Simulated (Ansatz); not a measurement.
## WS$_{2}$: frozen-core PAW against all-electron methods

```yaml
crystal:
  lattice:
    - [3.21100, 0.00000, 0.00000]
    - [-1.60550, 2.78081, 0.00000]
    - [0.00000, 0.00000, 7.07082]
  atoms:
    - { symbol: W, position: [0.00000, 0.00000, 0.00000] }
    - { symbol: S, position: [0.33333, 0.66667, 0.22301] }
    - { symbol: S, position: [0.66667, 0.33333, 0.77699] }
```

Atom numbers follow the list: W1, S2, S3.

Conventional cell: a = 3.211 Å, b = 3.211 Å, c = 7.071 Å, α = 90.00°, β = 90.00°, γ = 120.00°. W (atom 1) has 6 S at 2.43 Å as nearest neighbours. S (atom 2) is surrounded by 3 W at 2.43 Å.

The cell was built from the CdI2 type and relaxed in the same program, and has space group P-3m1; it needn't be a known or the stable phase.

No spin–orbit coupling, which matters for the heavy atoms here.

Levels of theory: DFT, PBE, PAW with Ansatz's default frozen-core files, scalar-relativistic (Ansatz 0.2.0); DFT, PBE, all-electron PAW with datasets made for the crystal, scalar-relativistic (Ansatz 0.2.0); DFT, PBE, all-electron LAPW, scalar-relativistic (Ansatz 0.2.0).

For PAW: a Γ-centred 11×11×6 k mesh, Fermi–Dirac smearing of 0.05 eV, cutoff 420 eV, no spin polarisation. The crystal-made all-electron datasets (AE datasets) take a cutoff of 320 eV at this cell. LAPW targets a basis error of 1 meV/atom. The Ansatz runs share mesh, smearing and spin set-up. Plane-wave (PAW) pressures include the program's estimate of the Pulay term.

Stress and pressure are positive in compression.

Spin–orbit coupling is left out, which moves gradients at and beside heavy atoms by some per cent and at worst by a factor of two.

In a metal, gradients converge slowly with the k mesh: the values move by tens of per cent from one mesh to another, at times in sign, so only the comparison on one mesh counts.

Levels count from the Fermi level.

```tsv
quantity	PAW	AE datasets	LAPW
pressure (GPa)	0.02	0.06	0.07
highest filled level at L (eV)	-1.984	-1.984	-1.984
lowest empty level at L (eV)	1.534	1.539	1.539
highest filled level at A (eV)	-0.590	-0.594	-0.594
field gradient Vzz at W1 (10²¹ V/m²)	-23.86	-23.64	–
field gradient Vzz at S2 (10²¹ V/m²)	-3.28	-3.30	–
```

PAW's pressure differs from the LAPW value by -0.05 GPa.
